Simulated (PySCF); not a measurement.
Molecule: methylenecyclopropane (SMILES C=C1CC1).

Cartesian coordinates in Å; atom numbers follow the order of the lines, from 1:
```xyz
10

C     1.5999   -0.4852   -0.0334
C     0.3496   -0.1045   -0.0090
C    -1.0689   -0.4661   -0.0290
C    -0.6277    0.9836    0.0573
H     2.4105    0.2249    0.0097
H     1.8734   -1.5264   -0.0971
H    -1.4998   -0.9251    0.8498
H    -1.5034   -0.8174   -0.9545
H    -0.7632    1.6144   -0.8103
H    -0.7615    1.5064    0.9940
```

Frames of a GFN2-xTB Langevin trajectory at 300 K; GIAO PBE0/pcSseg-1 shieldings in PySCF 2.14, gas phase, non-relativistic; equivalent atoms averaged within each frame.

Shifts are taken against calculated references (same method and geometry level): ¹³C (σ = 186.93 ppm), ¹H (σ = 31.72 ppm) against TMS. The references are static minima.

How do the shifts (ppm) fluctuate along the trajectory?

Results:


| time (fs) | C2 | C1 | C3/C4 | H5/H6 | H7/H8/H9/H10 |
| --- | --- | --- | --- | --- | --- |
| optimised geometry | 138.7 | 110.3 | 5.3 | 5.88 | 1.07 |
| 250 | 140.9 | 110.5 | 6.9 | 6.43 | 0.98 |
| 425 | 139.2 | 111.2 | 6.4 | 6.24 | 1.34 |
| 625 | 138.6 | 114.5 | 10.0 | 6.76 | 1.35 |
| 800 | 133.4 | 108.8 | 11.5 | 6.33 | 1.99 |
| 1000 | 137.2 | 109.2 | 3.9 | 5.78 | 0.82 |
| mean of frames | 137.9 | 110.8 | 7.7 | 6.31 | 1.30 |
| standard deviation | 2.8 | 2.3 | 3.0 | 0.35 | 0.45 |

5 frames give an uncertainty of the mean of about the standard deviation over 2.2 at best, since frames this close in time may not be independent; classical motion lacks zero-point vibration, and the reference would need the same averaging.
